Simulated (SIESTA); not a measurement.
SnO:

```xyz
4
Lattice="3.8137 0.0000 0.0000 0.0000 3.8137 0.0000 0.0000 0.0000 4.8869" Properties=species:S:1:pos:R:3 pbc="T T T"
Sn    1.9068    0.0000    3.7367
Sn    0.0000    1.9068    1.1503
O     0.0000    0.0000    0.0000
O     1.9068    1.9068    0.0000
```

The cell is a database's computed one.

Base run:

```yaml
Program: SIESTA 5.4.2
Functional: PBE
Potentials_or_basis: PseudoDojo 0.4 standard (PBE files)
Basis: DZP (energy shift 0.003 Ry; two zetas on semicore shells)
Grid_cutoff: 800 Ry
Energy_shift: 0.003 Ry
k_mesh: 7 × 7 × 6
Occupations: fermi-dirac, width 0.05 eV
Spin: no spin polarisation
```

Its results: band gap on the k mesh 0.37 eV, indirect (least direct gap 1.96 eV); pressure 6.7 GPa; largest force 0.946 eV/Å.

The run is repeated on the same cell with these changes: functional from PBE to vdW-DF-cx. What comes out?

Band gap on the k mesh 0.41 eV, indirect (least direct gap 1.95 eV); pressure 3.9 GPa; largest force 0.851 eV/Å.

Caveats: spin-orbit coupling is left out, which moves the levels of the heavy elements; the mesh misses the band edges, which the band path finds closer together; the basis of atomic orbitals isn't converged, which shifts pressures, moduli and gaps; the potentials were made for another functional, which shifts forces and pressure (some runs).
